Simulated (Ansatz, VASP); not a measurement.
## Two plane-wave programs on KF

```xyz
2
Lattice="0.0000 2.4376 2.4376 2.4376 0.0000 2.4376 2.4376 2.4376 0.0000" Properties=species:S:1:pos:R:3 pbc="T T T"
K     2.3231    3.7442    2.9617
F     4.7607    6.1818    5.3993
```

Alike in both runs: functional PBE; k mesh 8 × 8 × 8; occupations fermi-dirac, width 0.068 eV; no spin polarisation.

Ansatz relaxed the structure, and its values are those at the end. VASP's run is a single point on that final structure, the one shown.

|  | VASP | Ansatz |
| --- | --- | --- |
| version | VASP 6.6.1 | Ansatz 0.2.0 |
| potentials or method | VASP PAW PBE potentials, release 64 (K_sv, F) | scalar-relativistic, plane waves, PAW |
| plane-wave cutoff (eV) | 520 | 420 |
| valence electrons in the cell | 16 | 16 |

Ansatz gave:

| Item | Value |
| --- | --- |
| gap on the k mesh at the Fermi level (eV) | 7.81 |
| least direct gap on the mesh (eV) | 7.89 |
| pressure (GPa) | 20.0 |

Problem. Which values does VASP return?

Solution. gap on the k mesh at the Fermi level (eV): 7.79; least direct gap on the mesh (eV): 7.87; pressure (GPa): 20.6.

The functional is the same, so the differences come from potentials, cutoffs and numerics.

Caveats: so large a pressure means that the cell lies far from this level's equilibrium, or that cutoff or potentials fall short (VASP). A k mesh can miss the band edges. PBE gaps usually lie below the measured ones, often by a third to a half.
